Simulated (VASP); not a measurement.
# SiC (Moissanite 3C) (F-43m) in VASP: notebook

The runs below take SiC (Moissanite 3C) through relaxation of cell and atoms, relaxation of the atoms, with PBE.

Everything below comes from runs of VASP 6.6.1. Logs are shortened: lines on timing, memory, paths and dates and some standing lists are left out, and cuts for length are marked.

### Step 1. The structure

Symmetry: F-43m, No. 216, cubic system. The conventional cell has a = 4.378 Å, b = 4.378 Å, c = 4.378 Å, α = 90.00°, β = 90.00°, γ = 90.00°. Si (site symmetry -43m) is surrounded by 4 C at 1.90 Å. C (site symmetry -43m) is surrounded by 4 Si at 1.90 Å.

### Step 2. Relaxation of cell and atoms, PBE

INCAR reads:

```
ALGO = Normal ; EDIFF = 1E-7
EDIFFG = -0.005 ; ENCUT = 600
GGA = PE ; IBRION = 2
ISIF = 3 ; ISMEAR = 0
LASPH = True ; LCHARG = False
LREAL = False ; LWAVE = False
NELM = 80 ; NSW = 90
PREC = Accurate ; SIGMA = 0.03
```

KPOINTS reads:

```
k-points
0
Gamma
  10 10 10
```

POSCAR reads:

```
SiC                                     
1.0
   -0.0000000000      2.1892433624      2.1892433624
    2.1892433624      0.0000000000      2.1892433624
    2.1892433624      2.1892433624      0.0000000000
  Si              C             
     1     1
Direct
     0.0000000000000000    0.0000000000000000    0.0000000000000000
     0.2500000000000000    0.2500000000000000    0.2500000000000000
```

Potentials or basis: VASP PAW PBE potentials, release 64 (Si, C).

Run with:

```sh
cat potpaw_PBE.64/Si/POTCAR potpaw_PBE.64/C/POTCAR > POTCAR
mpirun -np 1 vasp_std > vasp.out
```

OUTCAR:

```text
EDIFF = 1E-7
   EDIFFG = -0.005
   ENCUT = 600
   GGA = PE
   IBRION = 2
   ISIF = 3
   ISMEAR = 0
   LASPH = True
   LREAL = False
   NELM = 80
   NSW = 90
   PREC = Accurate

 ion  position               nearest neighbor table
   1  0.000  0.000  0.000-   2 1.90   2 1.90   2 1.90   2 1.90
   2  0.250  0.250  0.250-   1 1.90   1 1.90   1 1.90   1 1.90

  LATTYP: Found a face centered cubic cell.
 ALAT       =     4.3784867248

  Lattice vectors:

 A1 = (   0.0000000000,   2.1892433624,   2.1892433624)
 A2 = (   2.1892433624,   0.0000000000,   2.1892433624)
 A3 = (   2.1892433624,   2.1892433624,   0.0000000000)

Analysis of symmetry for initial positions (statically):
=====================================================================
 Subroutine PRICEL returns:
 Original cell was already a primitive cell.

 Routine SETGRP: Setting up the symmetry group for a
 face centered cubic supercell.

 Subroutine GETGRP returns: Found 24 space group operations
 (whereof 24 operations were pure point group operations)
 out of a pool of 48 trial point group operations.

The static configuration has the point symmetry T_d .

Analysis of symmetry for dynamics (positions and initial velocities):
=====================================================================
 Subroutine PRICEL returns:
 Original cell was already a primitive cell.

 Routine SETGRP: Setting up the symmetry group for a
 face centered cubic supercell.

 Subroutine GETGRP returns: Found 24 space group operations
 (whereof 24 operations were pure point group operations)
 out of a pool of 48 trial point group operations.

The dynamic configuration has the point symmetry T_d .

 Subroutine INISYM returns: Found 24 space group operations
 (whereof 24 operations are pure point group operations),
 and found     1 'primitive' translations

----------------------------------------------------------------------------------------

                                     Primitive cell

  volume of cell :      20.9852

  direct lattice vectors                    reciprocal lattice vectors
     0.000000000  2.189243362  2.189243362    -0.228389410  0.228389410  0.228389410
     2.189243362  0.000000000  2.189243362     0.228389410 -0.228389410  0.228389410
     2.189243362  2.189243362  0.000000000     0.228389410  0.228389410 -0.228389410

  length of vectors
     3.096057654  3.096057654  3.096057654     0.395582062  0.395582062  0.395582062

  position of ions in fractional coordinates (direct lattice)
     0.000000000  0.000000000  0.000000000
     0.250000000  0.250000000  0.250000000

  ion indices of the primitive-cell ions
   primitive index   ion index
                 1           1
                 2           2

----------------------------------------------------------------------------------------

 KPOINTS: k-points

Automatic generation of k-mesh.
 Grid dimensions read from file:
 generate k-points for:   10   10   10

 Generating k-lattice:

  Cartesian coordinates                     Fractional coordinates (reciprocal lattice)
    -0.022838941  0.022838941  0.022838941     0.100000000  0.000000000  0.000000000
     0.022838941 -0.022838941  0.022838941     0.000000000  0.100000000  0.000000000
     0.022838941  0.022838941 -0.022838941     0.000000000  0.000000000  0.100000000

  Length of vectors
     0.039558206  0.039558206  0.039558206

  Shift w.r.t. Gamma in fractional coordinates (k-lattice)
     0.000000000  0.000000000  0.000000000

 Subroutine IBZKPT returns following result:
 ===========================================

 Found     47 irreducible k-points:

 Following reciprocal coordinates:
            Coordinates               Weight
  0.000000  0.000000  0.000000      1.000000
  0.100000  0.000000  0.000000      8.000000
  0.200000  0.000000  0.000000      8.000000
  0.300000  0.000000  0.000000      8.000000
  0.400000  0.000000  0.000000      8.000000
  0.500000  0.000000  0.000000      4.000000
[... 16 lines left out ...]
  0.300000  0.300000  0.000000      6.000000
  0.400000  0.300000  0.000000     24.000000
 [... further k-points ...]
   k-points           NKPTS =     47   k-points in BZ     NKDIM =     47   number of bands    NBANDS=      8
   number of dos      NEDOS =    301   number of ions     NIONS =      2
   total plane-waves  NPLWV =  21952
   dimension x,y,z NGX =    28 NGY =   28 NGZ =   28
   dimension x,y,z NGXF=    56 NGYF=   56 NGZF=   56
   ions per type =               1   1
   NGX,Y,Z   is equivalent  to a cutoff of  15.03, 15.03, 15.03 a.u.
   NGXF,Y,Z  is equivalent  to a cutoff of  30.07, 30.07, 30.07 a.u.
 SYSTEM =  unknown system
   PREC   = accura    normal or accurate (medium, high low for compatibility)
   ISTART =      0    job   : 0-new  1-cont  2-samecut
   ICHARG =      2    charge: 1-file 2-atom 10-const
   ISPIN  =      1    spin polarized calculation?
   LNONCOLLINEAR =      F non collinear calculations
   LSORBIT =      F    spin-orbit coupling
   LASPH  =      T    aspherical Exc in radial PAW
   ENCUT  =  600.0 eV  44.10 Ry    6.64 a.u.   6.18  6.18  6.18*2*pi/ulx,y,z
   NELM   =     80;   NELMIN=  2; NELMDL= -5     # of ELM steps
   EDIFF  = 0.1E-06   stopping-criterion for ELM
   LREAL  =      F    real-space projection
   EDIFFG = -.5E-02   stopping-criterion for IOM
   NSW    =     90    number of steps for IOM
   IBRION =      2    ionic relax: 0-MD 1-quasi-New 2-CG
   NFREE  =      1    steps in history (QN), initial steepest desc. (CG)
   ISIF   =      3    stress and relaxation
   ISYM   =      2    0-nonsym 1-usesym 2-fastsym
   POTIM  = 0.5000    time-step for ionic-motion
   TEBEG  =    0.0;   TEEND  =   0.0 temperature during run
   PSTRESS=    0.0 pullay stress
   NELECT =       8.0000    total number of electrons
   NUPDOWN=      -1.0000    fix difference up-down
   EMIN   =  10.00;   EMAX   =-10.00  energy-range for DOS
   EFERMI =   0.00;   METHOD = LEGACY
   ISMEAR =     0;   SIGMA  =   0.03  broadening in eV -4-tet -1-fermi 0-gaus
   EFERMI_NEDOS =   21; number of points for ismear=-14 and -15
   IALGO  =     38    algorithm
   IMIX   =      4    mixing-type and parameters
     AMIX     =   0.40;   BMIX     =  1.00
     AMIX_MAG =   1.60;   BMIX_MAG =  1.00
  volume/ion in A,a.u.               =      10.49        70.81
  Fermi-wavevector in a.u.,A,eV,Ry     =   1.187046  2.243191 19.171664  1.409078
  Thomas-Fermi vector in A             =   2.323205
   LORBIT       =      0    0 simple, 1 ext, 2 COOP (PROOUT), +10 PAW based schemes
   GGA     = PE    functional components
   LHFCALC =     F    Hartree Fock is set to
   AEXX    =    0.0000 exact exchange contribution
   IVDW    =     0    specifies the selected vdW correction
   LEPSILON=     F    determine dielectric tensor
   LRPA    =     F    only Hartree local field effects (RPA)
 conjugate gradient relaxation of ions
 non-spin polarized calculation
 Gauss-broadening in eV      SIGMA  =   0.03
  energy-cutoff  :      600.00
  volume of cell :       20.99
 maximum number of plane-waves:       725
 NGX is ok and might be reduce to    28
   NGX = 13   NGY = 13   NGZ = 13

 number of electron       8.0000000 magnetization

 Free energy of the ion-electron system (eV)
  ---------------------------------------------------
  ext. energy  EPLUGINS =         0.00000000
  ---------------------------------------------------
  free energy    TOTEN  =       -15.06218258 eV

  energy without entropy =      -15.06218258  energy(sigma->0) =      -15.06218258

 E-fermi :   8.1066     XC(G=0): -11.2948

 val. band max:        7.9490962238   @ k =   0.0000   0.0000   0.0000
 cond. band min:       9.3195052655   @ k =   0.5000   0.5000   0.0000
 fundamental gap:      1.3704090417
 Fermi energy:         8.1066095976

 k-point     1 :       0.0000    0.0000    0.0000
  band No.  band energies     occupation
      1      -7.3440      2.00000
      2       7.9491      2.00000
      3       7.9491      2.00000
      4       7.9491      2.00000
      5      14.0179      0.00000
      6      15.1601      0.00000
      7      15.1601      0.00000
      8      15.1601      0.00000

 k-point     2 :       0.1000    0.0000    0.0000
  band No.  band energies     occupation
      1      -7.1508      2.00000
      2       6.9425      2.00000
      3       7.8158      2.00000
      4       7.8158      2.00000
      5      14.2997      0.00000
      6      15.4013      0.00000
      7      15.4013      0.00000
      8      15.4160      0.00000

 k-point     3 :       0.2000    0.0000    0.0000
  band No.  band energies     occupation
      1      -6.5799      2.00000
      2       4.8365      2.00000
      3       7.5100      2.00000
      4       7.5100      2.00000
      5      14.0288      0.00000
      6      15.7636      0.00000
      7      15.7636      0.00000
      8      16.6017      0.00000

 k-point     4 :       0.3000    0.0000    0.0000
  band No.  band energies     occupation
      1      -5.6675      2.00000
      2       2.5452      2.00000
      3       7.1951      2.00000
      4       7.1951      2.00000
      5      13.6204      0.00000
      6      15.6446      0.00000
      7      15.6446      0.00000
      8      17.5924      0.00000

 k-point     5 :       0.4000    0.0000    0.0000
  band No.  band energies     occupation
      1      -4.5419      2.00000
      2       0.5158      2.00000
      3       6.9770      2.00000
      4       6.9770      2.00000
      5      13.3482      0.00000
      6      15.2827      0.00000
      7      15.2827      0.00000
      8      17.9088      0.00000
[... 177 lines left out ...]
 k-point    22 :      -0.2000    0.2000    0.0000
  band No.  band energies     occupation
      1      -5.3612      2.00000
      2       3.1707      2.00000
      3       4.7597      2.00000
      4       7.3020      2.00000
      5      14.4396      0.00000
      6      15.8367      0.00000
      7      16.2362      0.00000
      8      16.9926      0.00000

 k-point    23 :       0.3000    0.3000    0.0000
  band No.  band energies     occupation
      1      -5.0978      2.00000
      2       3.5951      2.00000
      3       5.6071      2.00000
      4       5.6071      2.00000
      5      11.0952      0.00000
      6      13.5087      0.00000
      7      19.3459      0.00000
      8      19.3459      0.00000

 k-point    24 :       0.4000    0.3000    0.0000
  band No.  band energies     occupation
      1      -4.2402      2.00000
      2       2.3849      2.00000
      3       4.8263      2.00000
      4       5.3468      2.00000
      5      10.8087      0.00000
      6      13.5159      0.00000
      7      19.4207      0.00000
      8      19.7483      0.00000

 [... further k-points ...]

------------------------ aborting loop because EDIFF is reached ----------------------------------------

  FORCE on cell =-STRESS in cart. coord.  units (eV):
  Direction    XX          YY          ZZ          XY          YZ          ZX
  --------------------------------------------------------------------------------------
  -------------------------------------------------------------------------------------
  Total       -0.0005295     -0.0005295     -0.0005295     -0.0000000      0.0000000     -0.0000000
  in kB       -0.0404264     -0.0404264     -0.0404264     -0.0000000      0.0000000     -0.0000000
  external PRESSURE =      -0.0404264 kB  Pullay stress =       0.0000000 kB

 VOLUME and BASIS-vectors are now :
 -----------------------------------------------------------------------------
  energy-cutoff  :      600.00
  volume of cell :       20.99
      direct lattice vectors                 reciprocal lattice vectors
     0.000000000  2.189243362  2.189243362    -0.228389410  0.228389410  0.228389410
     2.189243362  0.000000000  2.189243362     0.228389410 -0.228389410  0.228389410
     2.189243362  2.189243362  0.000000000     0.228389410  0.228389410 -0.228389410

 POSITION                                       TOTAL-FORCE (eV/Angst)
 -----------------------------------------------------------------------------------
      0.00000      0.00000      0.00000        -0.000000     -0.000000     -0.000000
      1.09462      1.09462      1.09462         0.000000      0.000000      0.000000
 -----------------------------------------------------------------------------------
    total drift:                               -0.000000     -0.000000     -0.000000

  FREE ENERGIE OF THE ION-ELECTRON SYSTEM (eV)
  ---------------------------------------------------
  free  energy   TOTEN  =       -15.0621825835 eV

  energy  without entropy=      -15.0621825835  energy(sigma->0) =      -15.06218258

 reached required accuracy - stopping structural energy minimisation
```

It took 7 s on 1 thread of AMD EPYC 9R45 (Zen 5), shared host; peak memory 0.12 GiB.

What came out:

| Quantity | Value |
| --- | --- |
| Free energy | -15.0622 eV |
| Pressure after relaxing | 0.0 GPa |
| Band gap on the k mesh | 1.37 eV, indirect (least direct gap 4.53 eV) |

Final structure:
```xyz
2
Lattice="0.0000 2.1892 2.1892 2.1892 0.0000 2.1892 2.1892 2.1892 0.0000" Properties=species:S:1:pos:R:3 pbc="T T T"
Si    0.0000    0.0000    0.0000
C     1.0946    1.0946    1.0946
```

Caveat: the relaxation stopped at its first step, so nothing moved.

### Step 3. Relaxation of the atoms, PBE (a relaxed cell with its volume scaled by 0.94)

INCAR reads:

```
ALGO = Normal ; EDIFF = 1E-7
EDIFFG = -0.01 ; ENCUT = 600
GGA = PE ; IBRION = 2
ISIF = 2 ; ISMEAR = 0
LASPH = True ; LCHARG = False
LREAL = False ; LWAVE = False
NELM = 80 ; NSW = 40
PREC = Accurate ; SIGMA = 0.03
```

KPOINTS is that of step 2.

POSCAR reads:

```
SiC                                     
1.0
    0.0000000000      2.1445523864      2.1445523864
    2.1445523864      0.0000000000      2.1445523864
    2.1445523864      2.1445523864      0.0000000000
  Si              C             
     1     1
Direct
     0.0000000000000000    0.0000000000000000    0.0000000000000000
     0.2500000000000000    0.2500000000000000    0.2500000000000000
```

Potentials or basis: VASP PAW PBE potentials, release 64 (Si, C).

Run with:

```sh
cat potpaw_PBE.64/Si/POTCAR potpaw_PBE.64/C/POTCAR > POTCAR
mpirun -np 1 vasp_std > vasp.out
```

OUTCAR:

```text
EDIFF = 1E-7
   EDIFFG = -0.01
   ENCUT = 600
   GGA = PE
   IBRION = 2
   ISIF = 2
   ISMEAR = 0
   LASPH = True
   LREAL = False
   NELM = 80
   NSW = 40
   PREC = Accurate

 ion  position               nearest neighbor table
   1  0.000  0.000  0.000-   2 1.86   2 1.86   2 1.86   2 1.86
   2  0.250  0.250  0.250-   1 1.86   1 1.86   1 1.86   1 1.86

  LATTYP: Found a face centered cubic cell.
 ALAT       =     4.2891047728

  Lattice vectors:

 A1 = (   0.0000000000,   2.1445523864,   2.1445523864)
 A2 = (   2.1445523864,   0.0000000000,   2.1445523864)
 A3 = (   2.1445523864,   2.1445523864,   0.0000000000)

Analysis of symmetry for initial positions (statically):
=====================================================================
 Subroutine PRICEL returns:
 Original cell was already a primitive cell.

 Routine SETGRP: Setting up the symmetry group for a
 face centered cubic supercell.

 Subroutine GETGRP returns: Found 24 space group operations
 (whereof 24 operations were pure point group operations)
 out of a pool of 48 trial point group operations.

The static configuration has the point symmetry T_d .

Analysis of symmetry for dynamics (positions and initial velocities):
[... 171 lines left out ...]
      2       8.6516      2.00000
      3       8.6516      2.00000
      4       8.6516      2.00000
      5      15.4485      0.00000
      6      16.3004      0.00000
      7      16.3004      0.00000
      8      16.3004      0.00000
[... 243 lines left out ...]
 k-point    24 :       0.4000    0.3000    0.0000
  band No.  band energies     occupation
      1      -3.8624      2.00000
      2       3.0166      2.00000
      3       5.4057      2.00000
      4       5.9530      2.00000
      5      11.5567      0.00000
      6      14.4783      0.00000
      7      20.7987      0.00000
      8      21.0441      0.00000

 [... further k-points ...]

------------------------ aborting loop because EDIFF is reached ----------------------------------------

  FORCE on cell =-STRESS in cart. coord.  units (eV):
  Direction    XX          YY          ZZ          XY          YZ          ZX
  --------------------------------------------------------------------------------------
  -------------------------------------------------------------------------------------
  Total        1.8273425      1.8273425      1.8273425      0.0000000      0.0000000      0.0000000
  in kB      148.4193670    148.4193670    148.4193670      0.0000000      0.0000000      0.0000000
  external PRESSURE =     148.4193670 kB  Pullay stress =       0.0000000 kB

 VOLUME and BASIS-vectors are now :
 -----------------------------------------------------------------------------
  energy-cutoff  :      600.00
  volume of cell :       19.73
      direct lattice vectors                 reciprocal lattice vectors
     0.000000000  2.144552386  2.144552386    -0.233148886  0.233148886  0.233148886
     2.144552386  0.000000000  2.144552386     0.233148886 -0.233148886  0.233148886
     2.144552386  2.144552386  0.000000000     0.233148886  0.233148886 -0.233148886

 POSITION                                       TOTAL-FORCE (eV/Angst)
 -----------------------------------------------------------------------------------
      0.00000      0.00000      0.00000        -0.000000     -0.000000      0.000000
      1.07228      1.07228      1.07228         0.000000      0.000000     -0.000000
 -----------------------------------------------------------------------------------
    total drift:                                0.000000      0.000000      0.000000

  FREE ENERGIE OF THE ION-ELECTRON SYSTEM (eV)
  ---------------------------------------------------
  free  energy   TOTEN  =       -15.0054595420 eV

  energy  without entropy=      -15.0054595420  energy(sigma->0) =      -15.00545954

 reached required accuracy - stopping structural energy minimisation
```

It took 4.1 s on 1 thread of AMD EPYC 9R45 (Zen 5), shared host; peak memory 0.11 GiB.

Results:

* Free energy: -15.0055 eV
* Pressure after relaxing: 14.8 GPa
* Band gap on the k mesh: 1.31 eV, indirect (least direct gap 4.59 eV)

Final structure:
```
Si C
1.0
     0.00000    2.14455    2.14455
     2.14455    0.00000    2.14455
     2.14455    2.14455    0.00000
Si C
1 1
Direct
  0.00000 0.00000 0.00000
  0.25000 0.25000 0.25000
```

Caveat: the relaxation stopped at its first step, so nothing moved. A k mesh can miss the band edges.

[end of part 1 of 2]
